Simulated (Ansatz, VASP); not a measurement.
H in VASP and in Ansatz

Contents of INCAR:

```
PREC     = Accurate       # precision mode
ENCUT    = 520            # plane-wave cutoff, eV
EDIFF    = 1E-6           # SCF threshold, eV
ISMEAR   = 0              # smearing method
SIGMA    = 0.05           # smearing width, eV
LREAL    = F              # projectors in reciprocal space
LASPH    = T              # aspherical terms in the spheres
NELM     = 60             # most SCF steps
ALGO     = Normal         # electronic algorithm
ISIF     = 2              # what is computed and relaxed
LWAVE    = F              # write WAVECAR
LCHARG   = T              # write CHGCAR
LELF     = T              # ELF
LVHAR    = T            
NBANDS   = 6              # bands
```

File KPOINTS:

```
Automatic mesh
0
Gamma
  10 10 26
```

The input POSCAR:

```
H
1.0
    2.6496387389      0.0000000000      0.0000000000
    0.0000000000      2.6496387389     -0.0264963874
    0.0000000000     -0.0098049292      0.9804929200
H
1
Direct
    0.0000000000      0.0000000000      0.5000000000
```

Input for Ansatz:

```yaml
crystal:
  lattice:
    - [2.6496387389, 0.0, 0.0]
    - [0.0, 2.6496387389, -0.0264963874]
    - [0.0, -0.0098049292, 0.98049292]
  atoms:
    - { symbol: H, position: [0.0, 0.0, 0.5] }
basis:
  ecutwfc: 420
kpoints:
  mp_grid: { grid: [10, 10, 26] }
hamiltonian:
  xc: lda
scf:
  occupations: { method: gaussian, width: 0.05 }
output:
  forces: true
  stress: true
  eigenvalues: true
```

Change from the starting cell: strain -0.0200 x Voigt [0, 0, 0, 1, 0, 0], atoms carried along.

Alike in both runs: task single point; functional LDA; k mesh 10 × 10 × 26; occupations gaussian, width 0.05 eV; no spin polarisation.

|  | VASP | Ansatz |
| --- | --- | --- |
| version | VASP 6.6.1 | Ansatz 0.2.0 |
| potentials or method | VASP PAW LDA potentials, release 64 (H) | scalar-relativistic, plane waves, PAW |
| plane-wave cutoff (eV) | 520 | 420 |
| valence electrons in the cell | 1 | 1 |

|  | VASP | Ansatz | Ansatz less VASP |
| --- | --- | --- | --- |
| gap on the k mesh at the Fermi level (eV) | none | none | - |
| pressure (GPa) | 1.3 | 1.5 | +0.15 |
| largest component of the traceless stress (GPa) | 2.66 | 2.38 | -0.275 |

A gap of «none» marks a metal or a gap that the smearing closes.
